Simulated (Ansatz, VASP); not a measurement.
## One calculation of NaF, two programs

INCAR

```
ALGO     = Normal         # electronic algorithm
EDIFF    = 1E-6           # SCF threshold, eV
ENCUT    = 520            # plane-wave cutoff, eV
GGA      = PE             # functional
ISIF     = 2              # what is computed and relaxed
ISMEAR   = 0              # smearing method
LASPH    = True           # aspherical terms in the spheres
LCHARG   = True           # write CHGCAR
LELF     = True           # ELF
LREAL    = False          # projectors in reciprocal space
LVHAR    = True         
LWAVE    = False          # write WAVECAR
NBANDS   = 14             # bands
NELM     = 80             # most SCF steps
PREC     = Accurate       # precision mode
SIGMA    = 0.02           # smearing width, eV
```

File KPOINTS:

```
k-points
0
Gamma
  8 8 8
```

File POSCAR:

```
NaF
1.0
    0.0000000000      2.3260074142      2.3260074142
    2.3260074142      0.0000000000      2.3260074142
    2.3260074142      2.3260074142      0.0000000000
Na F
1 1
Direct
    0.0000000000      0.0000000000      0.0000000000
    0.5000000000      0.5000000000      0.5000000000
```

Input for Ansatz:

```yaml
crystal:
  lattice:
    - [0.0, 2.3260074142, 2.3260074142]
    - [2.3260074142, 0.0, 2.3260074142]
    - [2.3260074142, 2.3260074142, 0.0]
  atoms:
    - { symbol: Na, position: [0.0, 0.0, 0.0] }
    - { symbol: F, position: [0.5, 0.5, 0.5] }
basis:
  ecutwfc: 420
kpoints:
  mp_grid: { grid: [8, 8, 8] }
hamiltonian:
  xc: pbe
scf:
  occupations: { method: gaussian, width: 0.02 }
output:
  forces: true
  stress: true
  eigenvalues: true
```

Alike in both runs: task single point; functional PBE; k mesh 8 × 8 × 8; occupations gaussian, width 0.02 eV; no spin polarisation.

|  | VASP | Ansatz |
| --- | --- | --- |
| version | VASP 6.6.1 | Ansatz 0.2.0 |
| potentials or method | VASP PAW PBE potentials, release 64 (Na_pv, F) | scalar-relativistic, plane waves, PAW |
| plane-wave cutoff (eV) | 520 | 420 |
| valence electrons in the cell | 14 | 16 |

|  | VASP | Ansatz | Ansatz less VASP |
| --- | --- | --- | --- |
| gap on the k mesh at the Fermi level (eV) | 6.24 | 6.25 | +0.017 |
| least direct gap on the mesh (eV) | 6.24 | 6.25 | +0.017 |
| pressure (GPa) | 1.4 | 1.5 | +0.14 |

The two sets of potentials don't hold the same shells in valence.
